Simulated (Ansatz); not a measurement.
The system is PtS2.

```
Pt S
1.0
     3.54320    0.00000    0.00000
    -1.77160    3.06850    0.00000
     0.00000    0.00000    5.03880
Pt S
1 2
Direct
  0.00000 0.00000 0.00000
  0.66667 0.33333 0.77300
  0.33333 0.66667 0.22700
```

Base run:

```yaml
Program: Ansatz 0.2.0
Functional: PBEsol
Potentials_or_basis: all-electron LAPW, scalar-relativistic
Cutoff: 274 eV
Density_cutoff: 1098 eV
Basis_error_allowed: 0.002 eV/atom
k_mesh: 9 × 9 × 5
Occupations: fermi-dirac, width 0.05 eV
Spin: no spin polarisation
```

Its results: band gap on the k mesh 0.96 eV, indirect (least direct gap 1.00 eV); pressure 6.4 GPa; largest force 0.951 eV/Å.

Q: After a change of settings the same cell gave: band gap on the k mesh 0.77 eV, indirect (least direct gap 0.94 eV); pressure 6.4 GPa; largest force 0.950 eV/Å. Which change was it?
A. k mesh from 9 × 9 × 5 to 7 × 7 × 4
B. potentials or basis from all-electron LAPW, scalar-relativistic to all-electron PAW datasets made for the crystal
C. hubbard terms from none to Pt d U = 8 eV
D. potentials or basis from all-electron LAPW, scalar-relativistic to all-electron LAPW, inner shells corrected to Dirac's equation

A: A.

Caveats: spin-orbit coupling is left out, which moves the levels of the heavy elements.

Not every run made on this cell is shown here.
